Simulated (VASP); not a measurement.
VASP inputs for HgTe (strained zincblende)

INCAR

```
LWAVE = .FALSE.
EDIFF = 1E-7
NBANDS = 16
LASPH = .TRUE.
ISMEAR = -1
LREAL = .FALSE.
ENCUT = 520
METAGGA = R2SCAN
NELM = 120
LCHARG = .FALSE.
IBRION = -1
SIGMA = 0.02
PREC = Accurate
ISIF = 2
ALGO = Normal
NSW = 0
```

KPOINTS

```
KPOINTS created by Atomic Simulation Environment
0
Gamma
6 6 6
0 0 0
```

KPOINTS_OPT

```
special points
6
Reciprocal
0.0000000000 0.0000000000 0.0000000000 1
-0.5000000000 -0.5000000000 0.0000000000 1
-0.3750000000 -0.3750000000 0.2500000000 1
-0.3750000000 0.0000000000 0.3750000000 1
0.0000000000 0.0000000000 0.5000000000 1
-0.5000000000 -0.2500000000 0.2500000000 1
```

POSCAR

```
Hg Te
 1.0000000000000000
     0.0000000000000000    3.3056036763000001    3.3056036763000001
     3.3056036763000001    0.0000000000000000    3.3056036763000001
     3.3056036763000001    3.3056036763000001    0.0000000000000000
 Hg  Te
   1   1
Cartesian
  0.0000000000000000  0.0000000000000000  0.0000000000000000
  1.6528018381500000  1.6528018381500000  1.6528018381500000
```

VASP ran with the recommended PBE PAW datasets (18 valence electrons in the cell).

Q: What does this run give?

A: gap between bands v and c 0.00 eV; least direct gap 0.00 eV; pressure -0.6 GPa.

Band v is the last that the valence electrons fill when counted band by band, and c is the next. Levels in eV from the top of v:

```json
{"point": "Γ", "v−1": "0.00", "v": "0.00", "c": "0.00", "c+1": "4.69"}
{"point": "X", "v−1": "-2.07", "v": "-2.07", "c": "2.10", "c+1": "2.90"}
{"point": "K", "v−1": "-2.66", "v": "-1.71", "c": "2.46", "c+1": "4.31"}
{"point": "L", "v−1": "-0.89", "v": "-0.89", "c": "0.94", "c+1": "5.44"}
{"point": "W", "v−1": "-2.40", "v": "-2.35", "c": "3.20", "c+1": "4.92"}
```
